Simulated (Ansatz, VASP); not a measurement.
One calculation of Hf, two programs

```xyz
2
Lattice="1.5535 -4.3552 0.0000 1.5535 4.3552 0.0000 0.0000 0.0000 3.3963" Properties=species:S:1:pos:R:3 pbc="T T T"
Hf    1.5535   -3.1967    0.8491
Hf    1.5535    3.1967    2.5472
```

Alike in both runs: task relaxation of cell and atoms; functional PBE; k mesh 6 × 6 × 6; occupations gaussian, width 0.1 eV; no spin polarisation.

```csv
,VASP,Ansatz
version,VASP 6.6.1,Ansatz 0.2.0
potentials or method,"VASP PAW PBE potentials, release 64 (Hf_pv)","scalar-relativistic, plane waves, PAW"
plane-wave cutoff (eV),600,420
valence electrons in the cell,20,52
```

VASP gave:

* gap on the k mesh at the Fermi level, each at its own relaxed structure (eV): none
* relaxed volume (Å³/atom): 23.79
* relaxed cell length with the largest relative difference (Å): 5.302
* energy change over the relaxation (meV/atom): -263

Question: Which values does Ansatz return?

Answer: gap on the k mesh at the Fermi level, each at its own relaxed structure (eV): none; relaxed volume (Å³/atom): 23.82; relaxed cell length with the largest relative difference (Å): 5.302; energy change over the relaxation (meV/atom): -263.

A gap of «none» marks a metal or a gap that the smearing closes. The two sets of potentials don't hold the same shells in valence.

Spin-orbit coupling is left out, which matters for the levels of Hf.
